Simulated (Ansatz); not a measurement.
**From the elastic tensor of Ti at 22 GPa (stress–strain coefficients) to moduli and sound speeds**

Computed with Ansatz 0.2.0, DFT PBE, scalar-relativistic, plane waves, PAW. Cutoff 420 eV, 12×12×14 k-points (Γ-centred), Fermi-Dirac smearing of 0.15 eV. No spin polarisation.

The structure is hexagonal, space group P6/mmm (No. 191). Conventional cell: a = 4.353 Å, b = 4.353 Å, c = 2.701 Å, α = 90.00°, β = 90.00°, γ = 120.00°. Around Ti (site symmetry 6/mmm) lie 14 Ti at 2.70 to 2.85 Å. Ti (site symmetry -6m2) is surrounded by 11 Ti at 2.51 to 2.85 Å.

In a metal, frequencies and elastic constants depend on the k mesh and the smearing, soft modes and shear constants most. Other phases may be more stable at this pressure.

Relaxed-ion constants (GPa, on the Cartesian axes of the calculation):
C11 = 278.5, C12 = 149.3, C13 = 110.7, C22 = 278.5, C23 = 110.7, C33 = 346.7, C44 = 59.6, C55 = 59.6, C66 = 64.6 GPa; the others vanish.

Density 5.382 g/cm³; 3 atoms in 44.31 Å³.

The values that follow are for a polycrystal of randomly turned grains, by Hill's mean where one number stands.

With S = C⁻¹: B_V = (C11+C22+C33+2(C12+C13+C23))/9, G_V = (C11+C22+C33−C12−C13−C23+3(C44+C55+C66))/15, 1/B_R = S11+S22+S33+2(S12+S13+S23), 15/G_R = 4(S11+S22+S33−S12−S13−S23)+3(S44+S55+S66); Hill is their mean. Then v_l = √((B+4G/3)/ρ), v_t = √(G/ρ), v_m = [(2/v_t³+1/v_l³)/3]^(−1/3) and Θ = (ħ/k_B)·v_m·(6π²n/V)^(1/3) for n atoms in the volume V; E = 9BG/(3B+G), ν = (3B−2G)/(2(3B+G)) and A^U = 5G_V/G_R + B_V/B_R − 6.

```json
{
 "Bulk modulus, Voigt / Reuss / Hill": "182.8 / 182.5 / 182.6 GPa",
 "Shear modulus, Voigt / Reuss / Hill": "72.3 / 68.1 / 70.2 GPa",
 "Young's modulus": "187 GPa",
 "Poisson ratio": "0.330",
 "Pugh ratio B/G": "2.60",
 "Universal anisotropy index": "0.31",
 "Longitudinal and transverse sound speeds": "7165 and 3612 m/s",
 "Debye temperature from the mean sound speed": "491 K"
}
```

This form isn't the element's structure at ambient conditions.

Cost: 1 run of about 3.5 core-minutes, on Intel Xeon 6975P-C (Granite Rapids) (shared hosts).